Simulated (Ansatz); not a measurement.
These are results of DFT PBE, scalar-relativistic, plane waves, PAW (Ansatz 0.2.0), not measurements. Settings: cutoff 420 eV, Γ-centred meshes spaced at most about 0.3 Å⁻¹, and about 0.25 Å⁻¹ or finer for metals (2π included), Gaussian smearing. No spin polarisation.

Each guess is relaxed in cell and atoms at zero pressure, on a coarse mesh first where it starts far from rest and then on a converged one. The steps can't lower the symmetry of the start, but it can rise. Energies are static (0 K, no zero-point motion).

Two unrelaxed guesses for Cu4O:

A. (collinear spin from parallel moments)

```cif
data_structure
_symmetry_space_group_name_H-M 'Pm-3m'
_symmetry_Int_Tables_number 221
_cell_length_a 3.9391
_cell_length_b 3.9391
_cell_length_c 3.9391
_cell_angle_alpha 90.000
_cell_angle_beta 90.000
_cell_angle_gamma 90.000
_cell_volume 61.12
loop_
_atom_site_label
_atom_site_type_symbol
_atom_site_symmetry_multiplicity
_atom_site_Wyckoff_symbol
_atom_site_fract_x
_atom_site_fract_y
_atom_site_fract_z
_atom_site_occupancy
Cu1 Cu 1 a 0.00000 0.00000 0.00000 1
Cu2 Cu 3 c 0.50000 0.50000 0.00000 1
O1 O 1 b 0.50000 0.50000 0.50000 1
```

B. (collinear spin from parallel moments)

```cif
data_structure
_symmetry_space_group_name_H-M 'Im-3m'
_symmetry_Int_Tables_number 229
_cell_length_a 4.9721
_cell_length_b 4.9721
_cell_length_c 4.9721
_cell_angle_alpha 90.000
_cell_angle_beta 90.000
_cell_angle_gamma 90.000
_cell_volume 122.92
loop_
_atom_site_label
_atom_site_type_symbol
_atom_site_symmetry_multiplicity
_atom_site_Wyckoff_symbol
_atom_site_fract_x
_atom_site_fract_y
_atom_site_fract_z
_atom_site_occupancy
Cu1 Cu 8 c 0.25000 0.25000 0.75000 1
O1 O 2 a 0.00000 0.00000 0.00000 1
```

Question: Do they relax into the same structure? If not, which is lower?

Answer: No. A ends lower, by 183 meV/atom. A: Pm-3m at 12.2 Å³/atom → Pm-3m at 12.4 Å³/atom; B: Im-3m at 12.3 Å³/atom → Im-3m at 12.9 Å³/atom. Counting Cu atoms around O (those within 1.25 times the shortest such distance or 1.15 times the sum of covalent radii), the end of A has O 6 and the end of B has O 8. End of A. Conventional cell: a = 3.961 Å. Around Cu on a site of symmetry m-3m lie 12 Cu at 2.80 Å; Cu on a site of symmetry 4/mmm has 2 O at 1.98 Å and 12 Cu at 2.80 Å; O has 6 Cu at 1.98 Å. End of B. Conventional cell: a = 5.049 Å. Cu has 2 O at 2.19 Å and 6 Cu at 2.52 Å; O is surrounded by 8 Cu at 2.19 Å.

Ends held by symmetry can be saddle points. Even the lowest of the cells shown lies +0.10 eV/atom against the elements. No Hubbard U is applied to the 3d shell of Cu. Some types were kept out of the candidates beforehand, so the set may lack a known form.
